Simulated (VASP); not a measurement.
# RuS₂: restarted molecular dynamics, 2 variants

RuS₂, Pa-3 (no. 205), 12 atoms in the cell. PBE, molecular dynamics; PAW potentials Ru, S (PBE set).

| Restart from | Temperature at the end (K) | The same without a restart (K) | Potential energy at the end (eV/atom) | The same without a restart (eV/atom) | Electronic steps in the first step after the restart | Time (s) |
|---|---|---|---|---|---|---|
| CONTCAR with velocities, WAVECAR read | 1006.0 | 1006.0 | -6.30681 | -6.30681 | 6 | 432 |
| CONTCAR with velocities, no WAVECAR | 1006.0 | 1006.0 | -6.30681 | -6.30681 | 17 | 379 |

Limits: 120 fs of 12 atoms are too short for converged averages.

## Input of the first row

INCAR.step1:
```
GGA = PE ; PREC = Normal
ENCUT = 260 ; EDIFF = 1E-6
NELMIN = 4 ; NELM = 60
ALGO = Normal ; LREAL = Auto
LASPH = T ; ISMEAR = 0
SIGMA = 0.05 ; ISYM = 0
LWAVE = T ; LCHARG = F
IBRION = 0 ; NSW = 30
POTIM = 2.0 ; TEBEG = 1000
ISIF = 2 ; RANDOM_SEED = 886004 0 0
MDALGO = 2 ; SMASS = 0
KPAR = 2
```

INCAR.step2, as INCAR.step1 but for:
```
- LWAVE = T
+ LWAVE = F
```

KPOINTS:
```
k-points
0
Monkhorst-Pack
  2 2 2
```

POSCAR.step1:
```
RuS2
1.0
    5.6106000000      0.0000000000      0.0000000000
    0.0000000000      5.6106000000      0.0000000000
    0.0000000000      0.0000000000      5.6106000000
Ru S
4 8
Direct
    0.0000000000      0.5000000000      0.5000000000
    0.5000000000      0.5000000000      0.0000000000
    0.5000000000      0.0000000000      0.5000000000
    0.0000000000      0.0000000000      0.0000000000
    0.3883100000      0.1116900000      0.8883100000
    0.1116900000      0.8883100000      0.3883100000
    0.8883100000      0.3883100000      0.1116900000
    0.6116900000      0.6116900000      0.6116900000
    0.6116900000      0.8883100000      0.1116900000
    0.8883100000      0.1116900000      0.6116900000
    0.1116900000      0.6116900000      0.8883100000
    0.3883100000      0.3883100000      0.3883100000
```

Commands (each step's output is kept before the next begins):
```
cat potpaw_PBE.64/Ru/POTCAR potpaw_PBE.64/S/POTCAR > POTCAR
cp INCAR.step1 INCAR
cp POSCAR.step1 POSCAR
mpirun -np 2 vasp_std > vasp.out
cp CONTCAR POSCAR
cp INCAR.step2 INCAR
mpirun -np 2 vasp_std > vasp.out
```

Changes of the last row against the first:
```
(step 1)
- LWAVE = True
+ LWAVE = False
```

VASP 6.6.1 took 432 s on 2 cores (Intel Xeon Platinum 8259CL @ 2.50GHz (Skylake/Cascade Lake)), a shared host.
